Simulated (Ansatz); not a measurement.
## How far is PAW off for HfN?

```xyz
2
Lattice="0.0000 2.2559 2.2559 2.2559 0.0000 2.2559 2.2559 2.2559 0.0000" Properties=species:S:1:pos:R:3 pbc="T T T"
Hf    0.1155    0.1155    0.1155
N     2.2559    2.2559    2.2559
```

Atom numbers follow the list: Hf1, N2.

The cell is the one relaxed in the Materials Project (mp-2828), not relaxed further here; entries there can be hypothetical. The listed cell was then made from it by scaling, straining or moving an atom.

Spin polarisation is left out, and whether a magnetic state lies lower isn't shown here.

Spin–orbit coupling is left out, though it moves levels of the heavy atoms by tenths of an eV or more.

All numbers are computed: DFT, PBE, PAW with Ansatz's default frozen-core files, scalar-relativistic (Ansatz 0.2.0); DFT, PBE, all-electron PAW with datasets made for the crystal, scalar-relativistic (Ansatz 0.2.0); DFT, PBE, all-electron LAPW, scalar-relativistic (Ansatz 0.2.0).

For PAW: a Γ-centred 16×16×16 k mesh, Fermi–Dirac smearing of 0.05 eV, cutoff 420 eV, no spin polarisation. The crystal-made all-electron datasets (AE datasets) take a cutoff of 440 eV at this cell. LAPW targets a basis error of 0.5 meV/atom. The Ansatz runs share mesh, smearing and spin set-up. Plane-wave (PAW) pressures include the program's estimate of the Pulay term.

Stress and pressure are positive in compression.

The change that made this cell: atom 1 (Hf) moved by (0.1155, 0.1155, 0.1155) Å.

Spin–orbit coupling is left out, which moves gradients at and beside heavy atoms by some per cent and at worst by a factor of two.

In a metal, gradients converge slowly with the k mesh: the values move by tens of per cent from one mesh to another, at times in sign, so only the comparison on one mesh counts.

```tsv
quantity	PAW	AE datasets	LAPW
pressure (GPa)	11.81	11.88	11.88
stress yz (GPa)	-0.64	-0.64	-0.64
stress xz (GPa)	-0.64	-0.64	-0.64
stress xy (GPa)	-0.64	-0.64	-0.64
force on Hf1, y (eV/Å)	-1.355	-1.353	-1.353
force on N2, x (eV/Å)	1.355	1.353	1.353
field gradient Vzz at Hf1 (10²¹ V/m²)	?	?	–
```

(1) Fill in "AE datasets" for the row "field gradient Vzz at Hf1 (10²¹ V/m²)".

(2) What belongs in the row "field gradient Vzz at Hf1 (10²¹ V/m²)", column "PAW"?

Answers

(1) 4.32.

(2) 4.40.
